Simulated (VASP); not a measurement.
Cs2AgBiBr6:

```
Bi Cs Ag Br
1.0
     0.00000    5.61610    5.61610
     5.61610    0.00000    5.61610
     5.61610    5.61610    0.00000
Bi Cs Ag Br
1 2 1 6
Cartesian
  0.0000 0.0000 0.0000
  8.4242 8.4242 8.4242
  2.8081 2.8081 2.8081
  5.6161 5.6161 5.6161
  5.6161 5.6161 8.4180
  5.6161 5.6161 2.8142
  2.8142 5.6161 5.6161
  5.6161 8.4180 5.6161
  8.4180 5.6161 5.6161
  5.6161 2.8142 5.6161
```

Base run:

```yaml
Program: VASP 6.6.1
Functional: PBEsol
Potentials_or_basis: VASP PAW PBE potentials, release 64 (Bi_d, Cs_sv, Ag, Br)
Cutoff: 520 eV
k_mesh: 4 × 4 × 4
Occupations: gaussian, width 0.02 eV
Spin: no spin polarisation
```

Its results: band gap on the k mesh 1.17 eV, indirect (least direct gap 2.39 eV); electronic dielectric tensor (diagonal) 5.26.

**Question.** The run is repeated on the same cell with these changes: functional from PBEsol to LDA; potentials or basis from VASP PAW PBE potentials, release 64 (Bi_d, Cs_sv, Ag, Br) to VASP PAW LDA potentials, release 64 (Bi_d, Cs_sv, Ag, Br). What comes out?

**Answer.** Band gap on the k mesh 1.11 eV, indirect (least direct gap 2.34 eV); electronic dielectric tensor (diagonal) 5.38.

Caveats: spin-orbit coupling is left out, which as a rule narrows the gap of such compounds by several tenths of an eV.

A k mesh can miss the band edges.
